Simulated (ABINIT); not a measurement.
# Quasiparticle gap of BeTe (F-43m) in ABINIT, part 2 of 3

How does a plane-wave GW calculation on BeTe (F-43m) run from the first input to the gap?

ABINIT 10.8.3; PBE and many-body steps on it, plane waves. Known limits of the many-body steps: not at the basis limit; exchange with frozen shells missing; no spin-orbit coupling; coarse k mesh.

So far. Step 2 (Ground state): The gap is indirect, with the least direct gap 1.63 eV higher.

### 3. Bands along the symmetry lines

Level of this step: DFT, PBE, plane waves, norm-conserving pseudopotentials (ABINIT).

Levels along a band path, at the cheap level, show where the edges lie and whether the meshes to come will hold them.

Input file run.abi:

```
acell 3*1.0 Angstrom
rprim 
  -0.000000000000 2.831458787600 2.831458787600
  2.831458787600 0.000000000000 2.831458787600
  2.831458787600 2.831458787600 0.000000000000
ntypat 2
znucl 4 52
natom 2
typat 1 2
xred 
  0.000000000000 0.000000000000 0.000000000000
  0.750000000000 0.750000000000 0.750000000000
pp_dirpath "pseudos"
pseudos "Be.upf, Te.upf"
ecut 38
iscf -2
irdden 1
kptopt 0
nkpt 50
kpt 
  0.00000000 0.00000000 0.00000000
  -0.06250000 -0.06250000 0.00000000
  -0.12500000 -0.12500000 0.00000000
  -0.18750000 -0.18750000 0.00000000
  -0.25000000 -0.25000000 0.00000000
  -0.31250000 -0.31250000 0.00000000
  -0.37500000 -0.37500000 0.00000000
  -0.43750000 -0.43750000 0.00000000
  -0.50000000 -0.50000000 0.00000000
  -0.48437500 -0.48437500 0.03125000
  -0.46875000 -0.46875000 0.06250000
  -0.45312500 -0.45312500 0.09375000
  -0.43750000 -0.43750000 0.12500000
  -0.42187500 -0.42187500 0.15625000
  -0.40625000 -0.40625000 0.18750000
  -0.39062500 -0.39062500 0.21875000
  -0.37500000 -0.37500000 0.25000000
  -0.37500000 0.00000000 0.37500000
  -0.32812500 0.00000000 0.32812500
  -0.28125000 0.00000000 0.28125000
  -0.23437500 0.00000000 0.23437500
  -0.18750000 0.00000000 0.18750000
  -0.14062500 0.00000000 0.14062500
  -0.09375000 0.00000000 0.09375000
  -0.04687500 0.00000000 0.04687500
  0.00000000 0.00000000 0.00000000
  0.00000000 0.00000000 0.06250000
  0.00000000 0.00000000 0.12500000
  0.00000000 0.00000000 0.18750000
  0.00000000 0.00000000 0.25000000
  0.00000000 0.00000000 0.31250000
  0.00000000 0.00000000 0.37500000
  0.00000000 0.00000000 0.43750000
  -0.00000000 -0.00000000 0.50000000
  -0.06250000 -0.03125000 0.46875000
  -0.12500000 -0.06250000 0.43750000
  -0.18750000 -0.09375000 0.40625000
  -0.25000000 -0.12500000 0.37500000
  -0.31250000 -0.15625000 0.34375000
  -0.37500000 -0.18750000 0.31250000
  -0.43750000 -0.21875000 0.28125000
  -0.50000000 -0.25000000 0.25000000
  -0.50000000 -0.28125000 0.21875000
  -0.50000000 -0.31250000 0.18750000
  -0.50000000 -0.34375000 0.15625000
  -0.50000000 -0.37500000 0.12500000
  -0.50000000 -0.40625000 0.09375000
  -0.50000000 -0.43750000 0.06250000
  -0.50000000 -0.46875000 0.03125000
  -0.50000000 -0.50000000 0.00000000
istwfk *1
nband 17
nbdbuf 2
tolwfr 1e-08
nstep 40
prtwf 0
prtvol 0
indata_prefix "in"
outdata_prefix "out"
tmpdata_prefix "tmp"
```

The run is started by

```bash
OMP_NUM_THREADS=1 mpirun -n 8 abinit run.abi > log
```

Numbers of over 12 decimals in the logs are rounded to 6 here.

Output:

```text
.Version 10.8.3 of ABINIT. v10.8.2 released Aug 2026.

 Symmetries : space group F-4 3 m (#216); Bravais cF (face-center cubic)
[... echo of the input left out ...]
== DATASET  1 ==================================================================
-   mpi_nproc: 8, omp_nthreads: 1 (-1 if OMP is not activated)

--- !DatasetInfo
iteration_state: {dtset: 1, }
dimensions: {natom: 2, nkpt: 50, mband: 17, nsppol: 1, nspinor: 1, nspden: 1, mpw: 3479, }
cutoff_energies: {ecut:  38.0, pawecutdg:  -1.0, }
electrons: {nelect:   2.00000000E+01, charge:   0.00000000E+00, occopt:   1.00000000E+00, tsmear:   1.00000000E-02, }

 Real(R)+Recip(G) space primitive vectors, cartesian coordinates (Bohr,Bohr^-1):
 R(1)=  0.0000000  5.3506816  5.3506816  G(1)= -0.0934460  0.0934460  0.0934460
 R(2)=  5.3506816  0.0000000  5.3506816  G(2)=  0.0934460 -0.0934460  0.0934460
 R(3)=  5.3506816  5.3506816  0.0000000  G(3)=  0.0934460  0.0934460 -0.0934460
 Unit cell volume ucvol=  3.0637783E+02 bohr^3
 Angles (23,13,12)=  6.00000000E+01  6.00000000E+01  6.00000000E+01 degrees

 getcut: wavevector=  0.0000  0.0000  0.0000  ngfft=  45  45  45
         ecut(hartree)=     38.000   => boxcut(ratio)=   2.09542

--- Pseudopotential description ------------------------------------------------
- Be Generated using ONCVPSP code by D. R. Hamann
-  4.00000   4.00000  171031                  znucl, zion, pspdat
12 -101130 1 -1 1358                          pspcod,pspxc,lmax,lloc,mmax
     nproj     2     2     0
  pspatm : epsatm=    3.09777737
         --- l  ekb(1:nproj) -->
             0   -6.963791   -2.566656
             1   -2.597416   -0.573818
 pspatm: atomic psp has been read  and splines computed

- Te Generated using ONCVPSP code by D. R. Hamann
- 52.00000  16.00000  171031                  znucl, zion, pspdat
12 -101130 2 -1 1294                          pspcod,pspxc,lmax,lloc,mmax
     nproj     2     2     2
  pspatm : epsatm=   36.72599971
         --- l  ekb(1:nproj) -->
             0    6.377110    0.786674
[...]
pspatm: atomic psp has been read  and splines computed

--------------------------------------------------------------------------------

================================================================================
 prteigrs : about to open file out_EIG
 Non-SCF case, kpt    1 (  0.00000  0.00000  0.00000), residuals and eigenvalues=
  2.03E-09  9.50E-10  1.96E-09  3.43E-09  1.71E-09  5.57E-09  2.51E-09  2.07E-09
  4.27E-09  6.31E-09  2.36E-09  3.64E-09  7.85E-09  2.14E-09  8.84E-09  6.41E-06
  9.90E-05
 -3.5429E+00 -1.1862E+00 -1.1862E+00 -1.1862E+00 -1.1858E+00 -1.1858E+00
 -3.0187E-01  1.4612E-01  1.4612E-01  1.4612E-01  2.8053E-01  2.8053E-01
  2.8053E-01  2.8269E-01  4.5658E-01  5.2864E-01  5.2879E-01
 Non-SCF case, kpt    2 ( -0.06250 -0.06250  0.00000), residuals and eigenvalues=
[...]
Non-SCF case, kpt    3 ( -0.12500 -0.12500  0.00000), residuals and eigenvalues=
[...]
2.13E-05
[...]
3.1499E-01  3.2003E-01  4.4780E-01  4.8757E-01  5.3820E-01
[...]
Non-SCF case, kpt   49 ( -0.50000 -0.46875  0.03125), residuals and eigenvalues=
[...]
4.9862E-01  4.9884E-01  5.6886E-01  6.1205E-01  6.4311E-01
 Non-SCF case, kpt   50 ( -0.50000 -0.50000  0.00000), residuals and eigenvalues=
[...]
-3.5428E+00 -1.1863E+00 -1.1860E+00 -1.1860E+00 -1.1859E+00 -1.1857E+00
 -2.3676E-01 -3.8132E-02  5.1510E-02  5.1510E-02  2.2063E-01  2.4586E-01
  5.0179E-01  5.0179E-01  5.7165E-01  6.1962E-01  6.4925E-01

--- !ResultsGS
iteration_state: {dtset: 1, }
comment   : Summary of ground state results
lattice_vectors:
- [ -0.0000000,   5.3506816,   5.3506816, ]
- [  5.3506816,   0.0000000,   5.3506816, ]
- [  5.3506816,   5.3506816,   0.0000000, ]
lattice_lengths: [   7.56701,    7.56701,    7.56701, ]
lattice_angles: [ 60.000,  60.000,  60.000, ] # degrees, (23, 13, 12)
lattice_volume:   3.0637783E+02
convergence: {deltae:  0.000E+00, res2:  0.000E+00, residm:  9.950E-09, diffor:  0.000E+00, }
etotal    :  -1.18839809E+02
entropy   :   0.00000000E+00
fermie    :   1.46115151E-01
cartesian_stress_tensor: null
pressure_GPa: null
xred      :
- [  0.0000E+00,   0.0000E+00,   0.0000E+00, Be]
- [  7.5000E-01,   7.5000E-01,   7.5000E-01, Te]
cartesian_forces: null
force_length_stats: {min: null, max: null, mean: null, }

 Integrated electronic density in atomic spheres:
 ------------------------------------------------
 Atom  Sphere_radius  Integrated_density
[...]
================================================================================

 ----iterations are completed or convergence reached----

 Mean square residual over all n,k,spin=   42.814E-10; max=  99.498E-10
 reduced coordinates (array xred) for    2 atoms
       0.000000000000      0.000000000000      0.000000000000
       0.750000000000      0.750000000000      0.750000000000

 cartesian coordinates (angstrom) at end:
    1      0.000000     0.000000     0.000000
    2      4.247188     4.247188     4.247188
 length scales=  1.889726125908  1.889726125908  1.889726125908 bohr
              =  1.000000000000  1.000000000000  1.000000000000 angstroms
 prteigrs : about to open file out_EIG
 Eigenvalues (hartree) for nkpt=  50  k points:
 kpt#   1, nband= 17, wtk=  1.00000, kpt=  0.0000  0.0000  0.0000 (reduced coord)
[...]
kpt#   2, nband= 17, wtk=  1.00000, kpt= -0.0625 -0.0625  0.0000 (reduced coord)
[...]
kpt#   3, nband= 17, wtk=  1.00000, kpt= -0.1250 -0.1250  0.0000 (reduced coord)
[...]
kpt#  49, nband= 17, wtk=  1.00000, kpt= -0.5000 -0.4687  0.0313 (reduced coord)
[...]
0.64311
 kpt#  50, nband= 17, wtk=  1.00000, kpt= -0.5000 -0.5000  0.0000 (reduced coord)
  -3.54284   -1.18625   -1.18599   -1.18599   -1.18587   -1.18572   -0.23676   -0.03813
   0.05151    0.05151    0.22063    0.24586    0.50179    0.50179    0.57165    0.61962
   0.64925

== END DATASET(S) ==============================================================
================================================================================

 -outvars: echo values of variables after computation  --------
            nband          17
             nkpt          50
          spgroup         216
 [... the other variables as echoed above ...]

 Calculation completed.
```

Run time: 6.9 s. Hardware: 8 MPI ranks of Arm Neoverse V2, shared host; peak memory 0.54 GiB; 54 s of CPU time.

Numbers from this step:

```
gap                        : 2.028 eV
k of the valence top       : 0, 0, 0
k of the conduction bottom : -0.5, -0.5, 0
least direct gap           : 3.657 eV
```

The gap is 2.028 eV, as in the run before at this level.

Electronic bands along the path, in eV, zero at the top of the highest filled band:

```csv
point,band 7,band 8,band 9,band 10,band 11,band 12,band 13,band 14
Γ,-12.19,0.00,0.00,0.00,3.66,3.66,3.66,3.72
halfway,-11.47,-2.86,-1.63,-1.63,2.65,4.42,6.45,6.45
X,-10.42,-5.01,-2.57,-2.57,2.03,2.71,9.68,9.68
halfway,-10.41,-4.91,-3.06,-2.47,2.36,3.38,9.09,9.15
U,-10.44,-4.67,-3.78,-2.17,2.75,5.30,7.89,8.17
jump to K,-10.44,-4.67,-3.78,-2.17,2.75,5.30,7.89,8.17
halfway,-11.41,-3.47,-2.20,-0.65,4.06,4.70,5.22,6.29
Γ,-12.19,0.00,0.00,0.00,3.66,3.66,3.66,3.72
halfway,-11.65,-3.26,-0.65,-0.65,3.30,4.52,4.52,7.00
L,-10.89,-5.42,-1.10,-1.10,3.06,4.63,4.63,7.93
halfway,-10.66,-5.01,-2.83,-1.85,4.21,4.43,6.68,7.78
W,-10.39,-4.50,-3.60,-3.12,5.30,5.58,5.62,6.17
halfway,-10.40,-4.82,-3.05,-2.87,3.06,3.67,8.26,8.44
X,-10.42,-5.01,-2.57,-2.57,2.03,2.71,9.68,9.68
```

The electronic bands as a text plot (rows in eV, shown from -8.0 to 7.9 only):

```
    7.6 |    +  ++        ++                 ++  +    ++
    6.9 |                  +++              +         +++   +
    6.3 |     ++            +++++++        +             +++
    5.6 |    +            +   ++   ++                +    +
    4.9 |  +++           +      +++      ++  ++++++++  +++ ++
    4.3 | +++ ++                ++++++  +++++     ++++++    +
    3.6 |++     ++     ++   ++++   ++++++++++       ++       +
    3.0 |  +++++  +++++  +++                 +++++++         ++++
    2.3 |       +++++++++                                      ++
    1.6 |
    1.0 |
    0.3 |*                            **
   -0.4 | ***                   ******  *****
   -1.0 |  ***                **   **    **  ********
   -1.7 |    ***           ***   ****               ***
   -2.4 |       ***********     ***        *         * **      **
   -3.0 |     **      ***     **            *         ** *******
   -3.7 |       **       *****  *                       *****
   -4.3 |         *       ******             **         *****
   -5.0 |          *******                     **   ****     ****
   -5.7 |                                        ***
   -6.3 |
   -7.0 |
   -7.7 |
         Γ           X  U|K            Γ         L        W     X
```

### 4. Empty states on the mesh, 4×4×4 mesh, 136 bands

The sums over transitions need many empty states on a uniform mesh; this step solves for them.

Input file run.abi:

```
acell 3*1.0 Angstrom
rprim 
  -0.000000000000 2.831458787600 2.831458787600
  2.831458787600 0.000000000000 2.831458787600
  2.831458787600 2.831458787600 0.000000000000
ntypat 2
znucl 4 52
natom 2
typat 1 2
xred 
  0.000000000000 0.000000000000 0.000000000000
  0.750000000000 0.750000000000 0.750000000000
pp_dirpath "pseudos"
pseudos "Be.upf, Te.upf"
ecut 38
ngkpt 4 4 4
nshiftk 1
shiftk 0 0 0
kptopt 1
chksymbreak 0
irdden 1
istwfk *1
nband 136
prtvol 0
optdriver 6
gwr_task "HDIAGO"
paral_kgb 0
occopt 1
indata_prefix "in"
outdata_prefix "out"
tmpdata_prefix "tmp"
```

Output:

```text
[banner, memory and clock lines left out]
.Version 10.8.3 of ABINIT. v10.8.2 released Aug 2026.

 Symmetries : space group F-4 3 m (#216); Bravais cF (face-center cubic)
[... echo of the input left out ...]
== DATASET  1 ==================================================================
-   mpi_nproc: 8, omp_nthreads: 1 (-1 if OMP is not activated)

--- !DatasetInfo
iteration_state: {dtset: 1, }
dimensions: {natom: 2, nkpt: 8, mband: 136, nsppol: 1, nspinor: 1, nspden: 1, mpw: 3479, }
cutoff_energies: {ecut:  38.0, pawecutdg:  -1.0, }
electrons: {nelect:   2.00000000E+01, charge:   0.00000000E+00, occopt:   1.00000000E+00, tsmear:   1.00000000E-02, }

.Using double precision arithmetic; gwpc =  8

- Reading GS density from: in_DEN

--- Pseudopotential description ------------------------------------------------
- Be Generated using ONCVPSP code by D. R. Hamann
-  4.00000   4.00000  171031                  znucl, zion, pspdat
12 -101130 1 -1 1358                          pspcod,pspxc,lmax,lloc,mmax
     nproj     2     2     0
  pspatm : epsatm=    3.09777737
         --- l  ekb(1:nproj) -->
             0   -6.963791   -2.566656
             1   -2.597416   -0.573818
 pspatm: atomic psp has been read  and splines computed

- Te Generated using ONCVPSP code by D. R. Hamann
- 52.00000  16.00000  171031                  znucl, zion, pspdat
12 -101130 2 -1 1294                          pspcod,pspxc,lmax,lloc,mmax
     nproj     2     2     2
  pspatm : epsatm=   36.72599971
         --- l  ekb(1:nproj) -->
             0    6.377110    0.786674
             1    5.734664    1.068640
             2   -5.988876   -1.858037
 pspatm: atomic psp has been read  and splines computed

   7.96475542E+02                                ecore*ucvol(ha*bohr**3)

 Total charge density [el/Bohr^3]
)     Maximum=    4.6349E+00  at reduced coord.    0.0000    0.0000    0.0000
)     Minimum=    2.0312E-03  at reduced coord.    0.2444    0.2444    0.2444
   Integrated=    2.0000E+01

 === KS gaps after direct diagonalization ===
 Indirect band gap semiconductor
 Fundamental gap:     2.028 (eV)
   VBM:     3.976 (eV) at k: [ 0.0000E+00,  0.0000E+00,  0.0000E+00]
   CBM:     6.004 (eV) at k: [ 5.0000E-01,  5.0000E-01,  0.0000E+00]
 Direct gap:         3.658 (eV) at k: [ 0.0000E+00,  0.0000E+00,  0.0000E+00]

== END DATASET(S) ==============================================================

 -outvars: echo values of variables after computation  --------
           etotal      0.0000000000E+00
            nband         136
             nkpt           8
          spgroup         216
 [... the other variables as echoed above ...]

 Calculation completed.
```

It took 29 s on 8 MPI ranks; peak memory 5.5 GiB.

Numbers from this step:

```yaml
gap: 2.028 eV
k_of_the_valence_top: 0, 0, 0
k_of_the_conduction_bottom: 0.5, 0.5, 0
least_direct_gap: 3.658 eV
k_points_computed: 8
lowest_point_of_the_top_converged_band_above_the_valence_top: 97.8403 eV
```

On this mesh the gap is 2.028 eV.

### 5. Screening, 4×4×4 mesh, 128 bands, screening to 163.3 eV

The RPA dielectric matrix is built and inverted for each q.

This step: RPA screening on PBE, plane waves, norm-conserving pseudopotentials.

Edit run.abi of step 4 so:

```diff
@@ -20,10 +20,11 @@
 chksymbreak 0
-irdden 1
 istwfk *1
-nband 136
-prtvol 0
-optdriver 6
-gwr_task "HDIAGO"
-paral_kgb 0
 occopt 1
+irdwfk 1
+optdriver 3
+nband 128
+ecuteps 6
+inclvkb 2
+awtr 1
+symchi 1
 indata_prefix "in"
```

Output:

```text
.Version 10.8.3 of ABINIT. v10.8.2 released Aug 2026.

 Symmetries : space group F-4 3 m (#216); Bravais cF (face-center cubic)
[... echo of the input left out ...]
== DATASET  1 ==================================================================
-   mpi_nproc: 8, omp_nthreads: 1 (-1 if OMP is not activated)

--- !DatasetInfo
iteration_state: {dtset: 1, }
dimensions: {natom: 2, nkpt: 8, mband: 128, nsppol: 1, nspinor: 1, nspden: 1, mpw: 3479, }
cutoff_energies: {ecut:  38.0, pawecutdg:  -1.0, }
electrons: {nelect:   2.00000000E+01, charge:   0.00000000E+00, occopt:   1.00000000E+00, tsmear:   1.00000000E-02, }

 SCREENING: Calculation of the susceptibility and dielectric matrices

 Based on a program developped by R.W. Godby, V. Olevano, G. Onida, and L. Reining.
 Incorporated in ABINIT by V. Olevano, G.-M. Rignanese, and M. Torrent.
.Using double precision arithmetic ; gwpc =  8

[... cell and pseudopotentials left out ...]
--------------------------------------------------------------------------------

 ==== K-mesh for the wavefunctions ====
 Number of points in the irreducible wedge :     8
[... list of points left out ...]
 Together with 24 symmetry operations and time-reversal symmetry
 yields    64 points in the full Brillouin Zone.

 ==== Q-mesh for the screening function ====
 Number of points in the irreducible wedge :     8
[... list of points left out ...]
 Together with 24 symmetry operations and time-reversal symmetry
 yields    64 points in the full Brillouin Zone.

 setmesh: FFT mesh size selected  =    30x   30x   30
          total number of points  =        27000

 vcoul_init : cutoff-mode = AUXILIARY_FUNCTION
 q-points for optical limit:   1
     1)      0.000010    0.000020    0.000030

- screening: taking advantage of time-reversal symmetry
- Maximum band index for partially occupied states nbvw = 10
- Remaining bands to be divided among processors   nbcw = 118
- Number of bands treated by each node ~14

 Number of electrons calculated from density =   20.0000; Expected =   20.0000
 average of density, n =  0.065279
 r_s =    1.5407
 omega_plasma =   24.6457 [eV]

 calculating chi0 at frequencies [eV] :
  1    0.000000E+00    0.000000E+00
  2    0.000000E+00    2.464574E+01

--------------------------------------------------------------------------------
  q-point number  1        q = ( 0.000000, 0.000000, 0.000000) [r.l.u.]
--------------------------------------------------------------------------------
[... chi0 elements left out ...]
 For q-point:  0.000010 0.000020 0.000030
  dielectric constant =   8.9812
  dielectric constant without local fields =  10.2609

  Average fulfillment of the sum rule on Im[epsilon] for q-point    1 :     92.00  [%]
[... wings left out ...]
  q-point number  2        q = ( 0.250000, 0.000000, 0.000000) [r.l.u.]
--------------------------------------------------------------------------------
[... chi0 elements left out ...]
  Average fulfillment of the sum rule on Im[epsilon] for q-point    2 :    113.12  [%]

 [... 6 further q-points ...]
```

Wall time 12 s (8 MPI ranks); peak memory 1.4 GiB.

Numbers from this step:

* ε∞ with local fields, on this mesh, along the program's q direction: 8.981
* the same without local fields: 10.26
* plasma frequency: 24.65 eV
* plane waves in the screening matrix: 181

Local fields lower ε∞ by 12 %. On a Γ-centred mesh this coarse the value itself is usually too large, while a short band sum pulls it down.

(Part 2 of 3 ends here.)

[Paths, hosts, dates, memory and timing lines, banners, echoed tables and standing remarks are left out of the program output.]

[Logs are printed without paths, hosts, clocks, repeated set-up lines and the standing remarks that a program may print on its own settings, such as how far it seeks lower states.]

[Runs of the session that timed out or met a known fault of the program may be left out.]

[Hosts, paths, dates, database ids (printed as entryN), source tags and the programs' standing remarks are cut or masked in the printed files.]

[G0W0 gaps are taken among the corrected bands and points alone; a level outside them can change the order at an edge.]

[Where Ansatz stands beside ABINIT at settings called matched, ABINIT's density can come from a denser mesh and the files from another edition; pairs whose starting gaps differed by over 0.03 eV were left out, so agreement reads better than it is.]
